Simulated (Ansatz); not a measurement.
LiH (Fm-3m)

Computed with Ansatz 0.2.0, DFT PBE, scalar-relativistic, plane waves, PAW.

Plane waves to 420 eV, a k mesh through Γ of 10×10×10 on the computed 2-atom cell and Gaussian smearing (0.02 eV); no spin polarisation.

The structure is relaxed at this level of theory with its symmetry kept.

```
Li H
1.0
     0.00000    2.00340    2.00340
     2.00340    0.00000    2.00340
     2.00340    2.00340    0.00000
Li H
1 1
Direct
  0.00000 0.00000 0.00000
  0.50000 0.50000 0.50000
```

Task: Formation energy from the elements' standard states (uncorrected)?

Result: -0.417 eV/atom.

Task: Kohn–Sham band gap?

Result: 2.98 eV, direct at X.

Task: Löwdin character of the top 1 eV of the valence band?

Result: H 1s 93 %.

Task: Electron masses at the edge by Cartesian direction of the standard setting (m_e; degenerate bands sorted by energy; no spin-orbit coupling)?

Result: x: 0.12; y: 1.0; z: 1.0.

Task: Hole masses at the edge by Cartesian direction of the standard setting (m_e; degenerate bands sorted by energy; no spin-orbit coupling)?

Result: x: 0.15; y: 4.0; z: 4.0.

Task: Bulk modulus?

Result: 36 GPa.

Task: Its pressure derivative?

Result: 3.3.

Task: Electronic dielectric constant xx, yy, zz of the standard setting (independent particles)?

Result: 4.4, 4.4, 4.4.

Task: Bader charges (e)?

Result: Li (1 in the cell) 0.85, H (1 in the cell) -0.85.